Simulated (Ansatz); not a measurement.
## NaCl

Computed with Ansatz (plane waves, PAW, 420 eV cutoff): PBE, scalar-relativistic, no spin polarisation, Γ-centred 12×12×12 mesh, 0.05 eV Gaussian smearing. The datasets are Ansatz's generated set soft_2.

```cif
data_structure
_symmetry_space_group_name_H-M 'P 1'
_symmetry_Int_Tables_number 1
_cell_length_a 3.5079
_cell_length_b 3.5079
_cell_length_c 3.5079
_cell_angle_alpha 90.000
_cell_angle_beta 90.000
_cell_angle_gamma 90.000
_cell_volume 43.17
loop_
_atom_site_label
_atom_site_type_symbol
_atom_site_fract_x
_atom_site_fract_y
_atom_site_fract_z
_atom_site_occupancy
Na1 Na 0.00000 0.00000 0.00000 1
Cl1 Cl 0.50000 0.50000 0.50000 1
```

The chain of runs began from a cell as deposited in COD, expanded in volume.

The cell above was scaled in volume, its shape and atoms being fixed by the lattice's symmetry. Energies are counted from the cell above.

The cell is relaxed to zero pressure at this level.

| V (Å³/atom) | ΔE (meV/atom) | P from the stress (GPa) |
| --- | --- | --- |
| 20.720 | 2.86 | 1.13 |
| 21.152 | 0.66 | 0.52 |
| 21.583 | 0.00 | -0.02 |
| 22.015 | 0.73 | -0.51 |
| 22.447 | 2.69 | -0.94 |

Problem. Do the energies and the pressures agree? Compare −ΔE/ΔV between neighbouring points (1 meV/Å³ = 0.1602 GPa) with the mean of their pressures.

Solution. 
| interval (Å³/atom) | −ΔE/ΔV (GPa) | mean P (GPa) |
| --- | --- | --- |
| 20.72 to 21.15 | 0.8 | 0.8 |
| 21.15 to 21.58 | 0.2 | 0.2 |
| 21.58 to 22.01 | -0.3 | -0.3 |
| 22.01 to 22.45 | -0.7 | -0.7 |
They differ by 0.01 GPa at most.

Problem. What do the two routes give for V0, B0 and B0′?

Solution. A third-order Birch–Murnaghan fit of the energies: V0 = 21.56 Å³/atom, B0 = 26 GPa, B0′ = 4.6. A polynomial of P in ln V, with B = −dP/d ln V at P = 0: V0 = 21.56 Å³/atom, B0 = 26 GPa, B0′ = 4.7.

B0·V0 = 25.7 GPa × 21.56 Å³ = 3.46 eV/atom sets the scale: near the minimum ΔE ≈ ½ B0 V0 x², with x = V/V0 − 1, and a pressure of 0.26 GPa squeezes the volume by about 1 %. At the ends of the curve: x = −3.9 % predicts 2.7 meV/atom and the run gives 2.9; x = +4.1 % predicts 2.9 meV/atom and the run gives 2.7. The lopsidedness is anharmonic: atoms resist being pushed together more than being pulled apart.

